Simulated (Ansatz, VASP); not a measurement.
# One calculation of SnO, two programs

```
CELL_PARAMETERS angstrom
2.73500 -2.73498 0.00000
2.73500 2.73498 0.00000
0.00000 0.00000 10.17081
ATOMIC_POSITIONS crystal
Sn 0.75003 0.24997 0.86402
Sn 0.24997 0.75003 0.13598
Sn 0.74997 0.25003 0.36402
Sn 0.25003 0.74997 0.63598
O 0.24996 0.25004 0.25000
O 0.75004 0.74996 0.75000
O 0.25004 0.24996 0.75000
O 0.74996 0.75004 0.25000
```

Alike in both runs: functional PBE; k mesh 10 × 10 × 4; occupations gaussian, width 0.02 eV; no spin polarisation.

Ansatz relaxed the structure, and its values are those at the end. VASP's run is a single point on that final structure, the one shown.

```csv
,VASP,Ansatz
version,VASP 6.6.1,Ansatz 0.2.0
potentials or method,"VASP PAW PBE potentials, release 64 (Sn_d, O)","scalar-relativistic, plane waves, PAW"
plane-wave cutoff (eV),520,420
valence electrons in the cell,80,80
```

VASP gave:

```
gap on the k mesh at the Fermi level (eV) : 0.53
least direct gap on the mesh (eV)         : 1.73
pressure (GPa)                            : 0.2
rms of the force components (eV/Å)        : 0.032
```

Q: Which values does Ansatz return?

A: gap on the k mesh at the Fermi level (eV): 0.52; least direct gap on the mesh (eV): 1.77; pressure (GPa): 0.0; rms of the force components (eV/Å): 0.000.

Caveats: spin-orbit coupling is left out, which moves the levels of the heavy elements. A k mesh can miss the band edges.
